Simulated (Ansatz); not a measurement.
# Ge (Cmcm) in Ansatz: settings compared, part 2 of 2

Ansatz 0.2.0.

## Step 3: Single point, PBEsol

Contents of input.yaml:

```yaml
crystal:
  lattice:
    - [1.488052925, -2.59468961, 0.0]
    - [1.488052925, 2.59468961, 0.0]
    - [0.0, 0.0, 4.72759579]
  atoms:
    - { symbol: Ge, position: [0.33344663, 0.66655337, 0.25] }
    - { symbol: Ge, position: [0.66655337, 0.33344663, 0.75] }
kpoints:
  mp_grid: { grid: [10, 10, 6] }
scf:
  occupations: { method: gaussian, width: 0.02 }
hamiltonian:
  xc: pbesol
  pseudopotentials: { kind: all_electron, lapw: { basis_error: 0.001 } }
output:
  forces: true
  stress: true
  eigenvalues: true
```

Potentials or basis: all-electron LAPW, scalar-relativistic.

Run with:

```console
$ ansatz run input.yaml --threads 1 --pin off --max-ram 3072MiB --backend cpu --events-out ev --progress --plain --runs-dir out
```

Standard output:

```text
Warning: RAYON_NUM_THREADS=1 ignored (pool sized by the plan → 1); use --threads N
LAPW: plane waves up to 7.236 Å⁻¹, error target 1.0e-3 eV per atom; small_component_spin mean_spin; Ge in spheres of 1.462 Å, 22 of its electrons in bands, Dirac shells [] (how accurate: hamiltonian.pseudopotentials.lapw.basis_error, Limitations)
Engine: ansatz 0.2.0, x86_64-unknown-linux-gnu
Pseudopotentials: kind: all_electron
Pseudopotential: Ge, LAPW, valence charge 22, lapw/all_electron/scalar/gaussian/Ge, Koelling and Harmon's equation, gaussian nucleus
Functional definition: PBEsol
  exchange = pbesol_x
  correlation = pbesol_c
Crystal: 2 atoms, lattice volume = 36.507 Å³
Basis set: ecut = 199.47631815860322 eV, 245 PW (Γ), exchange–correlation at level 2
Bands: 27, of which v1, the nominal top of the filled ones, is band 22 counted from 1 (21 counted from 0)
Symmetry: 8 space group operations
Space group: Cmcm (ITA 63), of the structure as read, at distance tolerance 3.3e-5 Å
k-points: 124 of 600
Non-local potential: Ge, projectors of the file, none
Initial density: superposition of atomic densities (chi_scale 0.1, normalization cell)
Initial wavefunctions: plane waves of lowest kinetic energy (no species holds an atomic orbital)
Functional: x = pbesol(κ = 0.804, μ = 0.12345679012345678), c = pbesol(β = 0.046)
iter 1 solved again at ethr=1.35e-5 eV; its pass at ethr=1.00e-1 eV (dr2=5.95e-3 eV) is discarded
SCF iter   1: F=—  HF=-114149.180994 eV  |F-HF|=—  |Δ(HF+E_count)|=         —  Δρ=5.44e-3  dr2=5.99e-3  ethr=1.35e-5  ⟨swp⟩=3.6  Hψ=23624  notcnv=0
preconditioner: auto → Kerker (q_TF=auto, 2.815 Å⁻¹)  [metal: Δε(μ)=0.019 eV  Ē_g=23.895 eV  σ=0.020 eV  W_gap=0.49  n_scr=22 (ndim 8)  ℏωp=32.5 eV  f_vac=0.000  D(μ)=1.93/eV (n_scr^D=22)]
SCF iter   2: F=—  HF=-114149.152138 eV  |F-HF|=—  |Δ(HF+E_count)|=   2.89e-2  Δρ=3.09e-3  dr2=2.51e-3  ethr=1.35e-5  ⟨swp⟩=2.0  Hψ=10657  notcnv=0  defer=1
preconditioner: auto → Resta (q_TF=auto, 2.815 Å⁻¹)  ε∞=2.8  [insulator: Δε(μ)=0.026 eV  Ē_g=24.212 eV  σ=0.020 eV  W_gap=0.65  n_scr=22 (ndim 8)  ℏωp=32.5 eV  f_vac=0.000  D(μ)=1.86/eV (n_scr^D=22)  ε∞_Penn≈2.8]
SCF iter   3: F=—  HF=-114149.148231 eV  |F-HF|=—  |Δ(HF+E_count)|=   3.91e-3  Δρ=1.69e-3  dr2=8.42e-4  ethr=5.71e-6  ⟨swp⟩=2.0  Hψ=10045  notcnv=0
SCF iter   4: F=—  HF=-114149.147620 eV  |F-HF|=—  |Δ(HF+E_count)|=   6.12e-4  Δρ=5.86e-4  dr2=1.27e-4  ethr=1.91e-6  ⟨swp⟩=2.0  Hψ=10046  notcnv=0
iter 5 solved again at ethr=1.76e-9 eV; its pass at ethr=2.88e-7 eV (dr2=7.72e-7 eV) is discarded
SCF iter   5: F=—  HF=-114149.147623 eV  |F-HF|=—  |Δ(HF+E_count)|=   3.18e-6  Δρ=4.62e-5  dr2=7.67e-7  ethr=1.76e-9  ⟨swp⟩=2.3  Hψ=16957  notcnv=0
SCF iter   6: F=-114149.147623 eV  HF=-114149.147623 eV  |F-HF|=1.48e-9  |Δ(HF+E_count)|=   1.29e-7  Δρ=7.67e-6  dr2=2.12e-8  ethr=1.74e-9  ⟨swp⟩=2.0  Hψ=10044  notcnv=0
SCF 1 converged in 6 iterations: F = -114149.147623 eV  dr2 = 2.12e-8
SCF converged after 6 iterations
Free energy (F): -114149.147623 eV
Harris-Foulkes:  -114149.147623 eV  (|F-HF|=1.48e-9)
Internal energy: -114149.147238 eV  (E = F + TS)
E sigma→0 (E₀):  -114149.147431 eV
Entropy (-TS):   -0.000385 eV (-0.192 meV/atom)
Fermi energy:    13.100398 eV
--- Per-component energies (eV) ---
  E_band       = -1938.033219
  E_kinetic    = 116531.397216
  E_xc         = -4255.613219
  E_electrostatic = -226424.931236  (all electrons and nuclei)
  E_smearing   = -0.000385  (= −TS)
  E_closure    = 0.000000  (closes the sum)
  E_atoms      = -114139.838039  (free atoms, spherical and without spin; not in F)
  Σ components = -114149.147623   (vs F -114149.147623, Δ=0.00e0)
  Basis errors (estimates in eV, not in F): energy 2.2e-4 per atom: plane waves 2.2e-4 (1.1e-4 summed), levels above the bands 0.0e0, relativity 3.6e-9, radial functions 3.6e-6, core shells 3.1e-12; eigenvalues (radial functions only) 1.5e-5; not estimated: angular momenta, meshes, grids; target (lapw.basis_error) 1.0e-3; muffin-tin radii Ge 1.462 Å
--- Forces (eV/Å), atoms counted from 1 ---
  atom   1  Ge     0.00000000     0.01239449     0.00000000
  atom   2  Ge     0.00000000    -0.01239449     0.00000000
  max |Σ_I F_I| component: 0.00e0 eV/Å
--- Stress (GPa, compression-positive) ---
       -0.597376       0.000000       0.000000
        0.000000       0.646159       0.000000
        0.000000       0.000000       1.598729
  P = ⅓ Tr σ = 0.5492 GPa (5.492 kbar)
--- Band table (eV; the first three rows and the last of 124) ---
  k-point 0: bands = ["-150.1951", "-150.1949", "-97.5069", "-97.5066", "-97.5065", "-97.5061", "-97.5025", "-97.5005", "-11.5057", "-11.4945", "-11.4931", "-11.4908", "-11.4851", "-11.4819", "-11.4727", "-11.4724", "-11.3979", "-11.3977", "-0.2485", "5.6484", "7.5821", "19.7258", "19.8398", "21.8023", "21.9200", "23.2290", "24.4881"]
  k-point 1: bands = ["-150.1950", "-150.1949", "-97.5069", "-97.5066", "-97.5065", "-97.5061", "-97.5023", "-97.5006", "-11.5044", "-11.5001", "-11.4971", "-11.4935", "-11.4882", "-11.4850", "-11.4613", "-11.4605", "-11.4005", "-11.4002", "-0.0623", "4.3363", "9.2556", "19.8722", "19.9859", "21.4714", "21.7260", "21.8412", "24.6344"]
  k-point 2: bands = ["-150.1950", "-150.1949", "-97.5069", "-97.5067", "-97.5064", "-97.5062", "-97.5020", "-97.5010", "-11.5047", "-11.5015", "-11.5008", "-11.4960", "-11.4941", "-11.4923", "-11.4417", "-11.4409", "-11.4087", "-11.4083", "0.4969", "2.7238", "11.9435", "18.2767", "20.2858", "20.3979", "21.4200", "21.5312", "25.0721"]
  k-point 123: bands = ["-150.1949", "-150.1949", "-97.5074", "-97.5074", "-97.5070", "-97.5070", "-97.5014", "-97.5014", "-11.5304", "-11.5304", "-11.5114", "-11.5114", "-11.4488", "-11.4488", "-11.3974", "-11.3974", "-11.3934", "-11.3934", "6.0585", "6.0585", "8.1610", "8.1610", "17.3740", "17.3740", "18.2133", "18.2133", "21.8382"]
```

It took 17 s on 1 thread of Intel Xeon at 2.70GHz, shared host; peak memory 0.41 GiB.

What came out:

```
Free energy            : -114149.1476 eV
Pressure               : 0.5 GPa
Largest force          : 0.012 eV/Å
Band gap on the k mesh : none (metal or under the smearing width)
```

Forces on the atoms (eV/Å):
```
Ge   0.000  0.012  0.000
Ge   0.000 -0.012  0.000
```

Stress tensor (GPa, compression positive):
```
-0.60  0.00  0.00
 0.00  0.65  0.00
 0.00  0.00  1.60
```

## Step 4: Single point, LDA

input.yaml, as its differences from that of step 3:

```diff
@@ -11,5 +11,5 @@
 scf:
-  occupations: { method: gaussian, width: 0.02 }
+  occupations: { method: gaussian, width: 0.1 }
 hamiltonian:
-  xc: pbesol
+  xc: lda
   pseudopotentials: { kind: all_electron, lapw: { basis_error: 0.001 } }
```

Potentials or basis: all-electron LAPW, scalar-relativistic.

Run with:

```console
$ ansatz run input.yaml --threads 1 --pin off --max-ram 3072MiB --backend cpu --events-out ev --progress --plain --runs-dir out
```

Standard output:

```text
Warning: RAYON_NUM_THREADS=1 ignored (pool sized by the plan → 1); use --threads N
LAPW: plane waves up to 7.240 Å⁻¹, error target 1.0e-3 eV per atom; small_component_spin mean_spin; Ge in spheres of 1.462 Å, 22 of its electrons in bands, Dirac shells [] (how accurate: hamiltonian.pseudopotentials.lapw.basis_error, Limitations)
Engine: ansatz 0.2.0, x86_64-unknown-linux-gnu
Pseudopotentials: kind: all_electron
Pseudopotential: Ge, LAPW, valence charge 22, lapw/all_electron/scalar/gaussian/Ge, Koelling and Harmon's equation, gaussian nucleus
Functional definition: SPW92
  exchange = slater_x
[... 40 lines left out ...]
  atom   1  Ge     0.00000000     0.00045633     0.00000000
  atom   2  Ge     0.00000000    -0.00045633     0.00000000
  max |Σ_I F_I| component: 0.00e0 eV/Å
--- Stress (GPa, compression-positive) ---
       -2.075565       0.000000       0.000000
        0.000000      -1.769305       0.000000
        0.000000       0.000000       0.313862
  P = ⅓ Tr σ = -1.1770 GPa (-11.770 kbar)
--- Band table (eV; the first three rows and the last of 124) ---
  k-point 0: bands = ["-149.8375", "-149.8374", "-97.4862", "-97.4861", "-97.4858", "-97.4858", "-97.4811", "-97.4791", "-11.7762", "-11.7663", "-11.7641", "-11.7625", "-11.7570", "-11.7538", "-11.7440", "-11.7434", "-11.6692", "-11.6687", "-0.4384", "5.3931", "7.4479", "19.4483", "19.5613", "21.5179", "21.6326", "22.8891", "24.3457"]
  k-point 1: bands = ["-149.8375", "-149.8374", "-97.4862", "-97.4861", "-97.4858", "-97.4858", "-97.4809", "-97.4792", "-11.7750", "-11.7718", "-11.7687", "-11.7645", "-11.7600", "-11.7568", "-11.7327", "-11.7317", "-11.6718", "-11.6713", "-0.2527", "4.1206", "9.0799", "19.5923", "19.7050", "21.1876", "21.4345", "21.5470", "24.4925"]
  k-point 2: bands = ["-149.8375", "-149.8374", "-97.4861", "-97.4860", "-97.4859", "-97.4859", "-97.4806", "-97.4796", "-11.7763", "-11.7730", "-11.7715", "-11.7675", "-11.7653", "-11.7640", "-11.7132", "-11.7121", "-11.6801", "-11.6794", "0.3048", "2.5225", "11.7478", "18.0385", "19.9988", "20.1099", "21.1190", "21.2284", "24.9319"]
  k-point 123: bands = ["-149.8374", "-149.8374", "-97.4871", "-97.4871", "-97.4863", "-97.4863", "-97.4799", "-97.4799", "-11.8014", "-11.8014", "-11.7824", "-11.7824", "-11.7199", "-11.7199", "-11.6692", "-11.6692", "-11.6647", "-11.6647", "5.8018", "5.8018", "8.0184", "8.0184", "17.1430", "17.1430", "17.9524", "17.9524", "21.7536"]
```

Wall time 18 s (1 thread of Intel Xeon at 2.70GHz, shared host); peak memory 0.41 GiB.

Results:

| Property | Result |
| --- | --- |
| Free energy | -114073.7242 eV |
| Pressure | -1.2 GPa |
| Band gap on the k mesh | none (metal or under the smearing width) |

## Step 5: Single point, PBE

input.yaml, as its differences from that of step 4:

```diff
@@ -11,5 +11,5 @@
 scf:
-  occupations: { method: gaussian, width: 0.1 }
+  occupations: { method: gaussian, width: 0.05 }
 hamiltonian:
-  xc: lda
+  xc: pbe
   pseudopotentials: { kind: all_electron, lapw: { basis_error: 0.001 } }
```

Run with:

```console
$ ansatz run input.yaml --threads 1 --pin off --max-ram 3072MiB --backend cpu --events-out ev --progress --plain --runs-dir out
```

Wall time 17 s (1 thread of Intel Xeon at 2.70GHz, shared host); peak memory 0.41 GiB.

Results (log left out):

* Free energy: -114231.9430 eV
* Pressure: 4.4 GPa
* Band gap on the k mesh: none (metal or under the smearing width)

Forces in eV/Å, atoms in the order of the input:
```
Ge   0.000  0.003  0.000
Ge   0.000 -0.003  0.000
```

Stress tensor (GPa, compression positive):
```
3.25 0.00 0.00
0.00 4.09 0.00
0.00 0.00 5.77
```

Levels at points of the mesh, in eV from the Fermi level:
| k point | band 18 | band 19 | band 20 | band 21 | band 22 | band 23 | band 24 | band 25 | band 26 | band 27 |
| --- | --- | --- | --- | --- | --- | --- | --- | --- | --- | --- |
| (0.00, 0.00, 0.00) | -24.55 | -13.35 | -7.46 | -5.52 | 6.63 | 6.74 | 8.71 | 8.82 | 10.14 | 11.38 |
| (0.00, 0.00, -0.50) | -24.57 | -11.68 | -11.68 | 1.90 | 1.90 | 7.77 | 7.77 | 7.88 | 7.88 | 12.69 |
| (0.00, -0.50, 0.00) | -24.54 | -8.42 | -7.09 | -2.25 | -1.24 | -0.87 | 1.45 | 2.46 | 6.43 | 7.23 |
| (0.00, -0.50, -0.50) | -24.54 | -6.97 | -6.97 | -4.91 | -4.91 | 4.12 | 4.12 | 5.09 | 5.09 | 8.66 |
| (-0.50, -0.50, 0.00) | -24.54 | -8.49 | -7.13 | -2.29 | -1.27 | -0.93 | 1.41 | 2.61 | 6.57 | 7.38 |
| (-0.50, -0.50, -0.50) | -24.54 | -7.05 | -7.05 | -4.94 | -4.94 | 4.27 | 4.27 | 5.11 | 5.11 | 8.74 |

## Step 6: Overview

```tsv
level	spin	cutoff (eV)	smearing	gap on the mesh (eV)	pressure (GPa)
BLYP	collinear, ferrimagnetic start	200	fermi-dirac 0.05 eV	none	11.3
PBEsol	off	199	gaussian 0.02 eV	none	0.5
LDA	off	200	gaussian 0.1 eV	none	-1.2
PBE	off	199	gaussian 0.05 eV	none	4.4
```

Alike in all rows: task single point; potentials or basis all-electron LAPW, scalar-relativistic; cell as given; k mesh 10 × 10 × 6; basis error allowed 0.001 eV/atom.

Every run on the cell as given and a fine mesh finds a metal. The pressure there spans -1.2 GPa (LDA) to 11.3 GPa (BLYP); a positive pressure means that this level wants a larger cell, a negative one a smaller.

Caveats: the starting moments weren't kept (some runs).

Compare energies only between runs with the same functional and basis.
